The band gap change is the gap of the sheared crystal less the gap of the unstrained one. It was computed for layered SnSe₂ with three density functionals, all on the same r2SCAN+rVV10 structures. The shear acts within the layers and is given as an engineering angle γ, so that 1 % means a right angle changed by about 0.6°. The gap is indirect: the highest filled and the lowest empty level lie at different wave vectors k.

Bulk 1T SnSe₂ under in-plane shear (xy, engineering angle), computed with Ansatz 0.2.0 (DFT, plane-wave PAW, no spin polarisation). The unstrained cell and the atoms in each sheared cell were relaxed with r2SCAN+rVV10. Changes and energy rises are relative to the unstrained crystal; the k mesh is 12×12×4 for PBE and r2SCAN, and 6×6×4 for HSE06.

| functional | strain (%) | band gap (eV) | band gap change (eV) | least direct gap change (eV) | energy rise per atom (meV) |
| --- | --- | --- | --- | --- | --- |
| HSE06 | -2 | 1.154 | -0.142 | -0.007 | 1.4 |
| HSE06 | 4 | 1.029 | -0.268 | -0.014 | 5.3 |
| PBE | -2 | 0.532 | -0.097 | -0.004 | 1.2 |
| PBE | 4 | 0.416 | -0.213 | -0.015 | 5.1 |
| r2SCAN | -2 | 0.816 | -0.100 | -0.002 | 1.4 |
| r2SCAN | 4 | 0.692 | -0.224 | -0.004 | 5.4 |

**What happens and how large it is**

One percent of shear takes roughly 0.05 to 0.07 eV off the gap. The gap falls in all six rows, whether the shear is negative or positive. The least direct gap, where both levels must share one k, moves by at most 0.015 eV. Shear therefore changes the indirect edge of this material while leaving the least direct gap almost where it was.

**Why the sign does not matter**

The unstrained crystal has a mirror plane that stands upright on the layers. Reflection in it turns a shear of +γ into one of −γ, so the two sheared crystals are mirror images with the same gap and the same energy. The rows at −2 % and +4 % are thus two points on a single curve, at 2 % and 4 %. The positions of the band edges agree with this, since for the two signs they sit at k points that are very nearly mirror images of each other.

**Why the gap falls in proportion to the shear**

Take first the limit of a quantity that belongs to one smooth, undivided state. If it is the same for +γ and −γ, it has no slope at γ = 0 and must start as γ². The total energy behaves so: its rise grows about fourfold when the shear doubles. The direct gap in PBE does too. It stays at the zone centre, a point without symmetry partners, and its small change grows by a factor of 3.8, as expected when neither of the two levels is degenerate. In r2SCAN and HSE06 the least direct gap lies away from the zone centre instead, and there its change, though small, about doubles. In HSE06 the unstrained and the sheared values were read at somewhat different k points, so that ratio is less firm.

The other limit is a band edge shared by several equivalent places. The lowest empty level of SnSe₂ lies close to the line between the zone-boundary points M and L, and the threefold axis repeats it in three in-plane directions, at 30°, 90° and −30° to the x axis. To first order, shear moves the level in direction θ by Dγ sin 2θ, where D is the strength of the coupling. One level goes down by 0.87 |Dγ|, one goes up by as much, and the third stays.

The gap is set by whichever level is lowest. Reversing the shear only exchanges the falling and the rising level, so the lowest one sinks either way. The result is a kink at γ = 0 in place of a smooth maximum, and the gap change becomes −s|γ|, with s the loss per unit of shear. The computed conduction edge follows this closely, sinking by 0.06 to 0.07 eV at 2 % and by 0.12 to 0.14 eV at 4 %, least in PBE and most in HSE06. The valence edge also lies away from the zone centre, in several equivalent places. There the highest level counts, so this edge rises for either sign of the shear and supplies the rest of the gap loss.

**One estimate worked through**

In r2SCAN the gap falls by 0.100 eV at −2 %, which gives s = 0.050 eV per percent. At +4 % the rule then forecasts a fall of 4 × 0.050 = 0.200 eV. The calculation gives 0.224 eV, so the forecast is about 11 % short of the computed change. A quadratic law would have given 0.400 eV.

The −2 % row sets the slope, so only the +4 % row is a test. The same doubling is somewhat short in PBE and somewhat too large in HSE06, by less than 10 % of the computed change in each. The output printed below compares both laws for each functional.

**Where the simple rule bends**

The misfit comes mainly from the valence edge, and it shows which part of the problem depends on the functional. The top of the valence band is flat, and under shear its maximum moves to a different region of k. In PBE and r2SCAN a straight line through the two sheared edges leads back to a point some 0.02 to 0.03 eV below the unstrained edge. The new place thus seems to start lower, and the first part of the shear would be spent on overtaking the old maximum, though two sheared points alone cannot rule out a simple curvature of the edge instead. The r2SCAN runs lean towards overtaking: the old maximum lies almost on a point of the k mesh, and the new place exceeds the highest level on that mesh by only about 0.002 eV at −2 % but by 0.027 eV at +4 %. Such a delay would make the gap change a little more than double between 2 % and 4 %.

HSE06 is the irregular case. Its gap falls by 0.04 to 0.05 eV more than the mean of the other two, and by nearly the same extra amount at both strains. A stronger response to shear would make that excess grow with the strain. Between the two sheared crystals the gap drops by 0.125 eV in HSE06, 0.124 eV in r2SCAN and 0.116 eV in PBE. Read at the same k points, the functionals therefore agree on the rate once the crystal is sheared, and they differ in the step from the unstrained crystal.

Part of that step may be numerical. In HSE06 the same straight line ends about 0.01 eV above the reported unstrained valence edge. The highest of several levels that each move in proportion to shear can only rise more steeply as the shear grows, so the line should end at or below that edge. The rule is not exact, since the conduction edge misses its counterpart by about 0.004 eV in all three functionals, but the HSE06 miss is larger. The HSE06 edges, like those of r2SCAN, were read at points located with PBE, so the true unstrained maximum may have been missed. The runs point that way: the reported valence edge lies 0.033 and 0.031 eV above the highest level on the HSE06 mesh in the two sheared crystals, but only 0.018 eV above it in the unstrained one. A direct search was not made. The rest of the excess would fit a valence band in which the new place is already the highest before any shear, so that the delay suggested for the other two functionals is absent.

These shifts of single edges assume that the energy zero is common to the sheared and unstrained crystals. The gaps themselves do not need that assumption.

**What to do about it**

- For a quick estimate, allow 0.05 to 0.07 eV of gap loss per percent of this shear, of either sign. Here the x axis runs along a cell edge; in-plane shear set on other axes can give a different slope for each sign. Patches sheared in opposite directions do not cancel: both have a smaller gap.
- The three functionals give nearly the same gap change between the two sheared states computed here, which shows agreement among them and not accuracy. The gap itself is another matter: at −2 % it is 0.53 eV in PBE and 1.15 eV in HSE06.
- When computing such a curve, search all equivalent directions in k at every strain. Following one fixed k point can miss the level that has become the lowest. For HSE06, search the unstrained valence edge anew with HSE06 itself, not only at the point found with PBE, before trusting its larger change.
- Spin–orbit coupling is left out. It could reorder valence maxima that lie only a few hundredths of an electronvolt apart, and so alter the response at small shear.

For another crystal with a threefold axis, look first at where its band edges lie. Edges repeated in three directions are expected to give a gap that falls in proportion to the shear, though the slope can be small when both edges share one k and move together, while single, non-degenerate levels at the zone centre give a much weaker change that starts as γ².

The analysis program printed:

```
Edge shifts and gap change per percent of shear:
     row  strain_%  valence_edge_meV  conduction_edge_meV  gap_change_meV_per_%
   HSE06        -2             71.28               -71.04                   -71
   HSE06         4               130               -137.8                   -67
     PBE        -2             33.85               -63.43                 -48.5
     PBE         4             90.13               -122.9                -53.25
  r2SCAN        -2             31.76               -68.71                   -50
  r2SCAN         4             90.56               -133.2                   -56
Gap change against forecasts from the -2 % row:
     row  strain_%  computed_meV  linear_meV  quadratic_meV
   HSE06        -2          -142        -142           -142
   HSE06         4          -268        -284           -568
     PBE        -2           -97         -97            -97
     PBE         4          -213        -194           -388
  r2SCAN        -2          -100        -100           -100
  r2SCAN         4          -224        -200           -400
Ratio of gap changes, +4 % to -2 %, HSE06: 1.887
Ratio of gap changes, +4 % to -2 %, PBE: 2.196
Ratio of gap changes, +4 % to -2 %, r2SCAN: 2.24
Ratio of energy rises, +4 % to -2 %, HSE06: 3.786
Ratio of energy rises, +4 % to -2 %, PBE: 4.25
Ratio of energy rises, +4 % to -2 %, r2SCAN: 3.857
Gap at -2 % less gap at +4 %, HSE06, meV: 125
Gap at -2 % less gap at +4 %, PBE, meV: 116
Gap at -2 % less gap at +4 %, r2SCAN, meV: 124
Extra gap drop of HSE06 over the mean of PBE and r2SCAN at -2 %, meV: 43.5
Extra gap drop of HSE06 over the mean of PBE and r2SCAN at +4 %, meV: 49.5
Valence edge led back to zero shear less reported unstrained edge, HSE06, meV: 12.54
Valence edge led back to zero shear less reported unstrained edge, PBE, meV: -22.44
Valence edge led back to zero shear less reported unstrained edge, r2SCAN, meV: -27.04
Ratio of changes of the PBE direct gap at the zone centre, +4 % to -2 %: 3.849
```
